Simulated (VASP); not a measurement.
Write the native input for VASP 6.6.1 that does the following.

- Task: relaxation of cell and atoms
- Functional: r2SCAN
- Potentials or basis: VASP PAW PBE potentials, release 64 (Ni)
- Cutoff: 600 eV
- k mesh: 22 × 22 × 22
- Occupations: methfessel-paxton, width 0.1 eV
- Spin: collinear spin, ferromagnetic start
- Starting moments: [0.7] μB
- Further INCAR settings: ALGO = Normal; EDIFF = 1e-07; AMIX = 0.2; BMIX = 0.0001; IBRION = 2; EDIFFG = -0.005; NSW = 90; ISIF = 3

The structure of Ni lies in POSCAR:

```
Ni                                      
1.0
    0.0000000000      1.7394479126      1.7394479126
    1.7394479126      0.0000000000      1.7394479126
    1.7394479126      1.7394479126     -0.0000000000
  Ni            
     1
Direct
     0.0000000000000000    0.0000000000000000    0.0000000000000000
```

One way to write it, as run:

INCAR

```
PREC = Accurate
ENCUT = 600
EDIFF = 1E-7
ISMEAR = 1
SIGMA = 0.1
LREAL = False
LASPH = True
NELM = 150
ALGO = Normal
ISIF = 3
LWAVE = False
LCHARG = False
ISPIN = 2
MAGMOM = 0.7
LORBIT = 11
LMAXMIX = 4
METAGGA = R2SCAN
LMIXTAU = True
IBRION = 2
NSW = 90
EDIFFG = -0.005
AMIX = 0.2
BMIX = 1E-4
AMIX_MAG = 0.8
BMIX_MAG = 1E-4
```

KPOINTS

```
regular mesh
0
Gamma
  22 22 22
```

Potentials or basis: VASP PAW PBE potentials, release 64 (Ni).

The run is started by

```console
$ cat potpaw_PBE.64/Ni/POTCAR > POTCAR
$ mpirun -np 1 vasp_std > vasp.out
```

Results of the run:

```json
{
  "Relaxed volume": "10.52 Å³/atom",
  "Relaxed cell": "a = 2.460 Å, b = 2.460 Å, c = 2.460 Å, α = 60.00°, β = 60.00°, γ = 60.00°",
  "Space group after relaxing (to 0.05 Å)": "Fm-3m (No. 225)",
  "Energy gained by relaxing": "0.0 meV/atom",
  "Ionic steps": "3",
  "Pressure after relaxing": "0.0 GPa",
  "Band gap on the k mesh": "none (metal or under the smearing width)",
  "Net moment": "0.73 μB per cell",
  "Site moments": "Ni +0.74 μB",
  "Valence electrons inside the program's atomic spheres": "Ni 9.41"
}
```

Caveat: the PAW data sets were made with another functional, which shifts forces and pressure a little.

Wall time 5.2 min on 1 thread of Intel(R) Xeon(R) 6975P-C (Granite Rapids), on a shared host, peak memory 0.19 GiB.
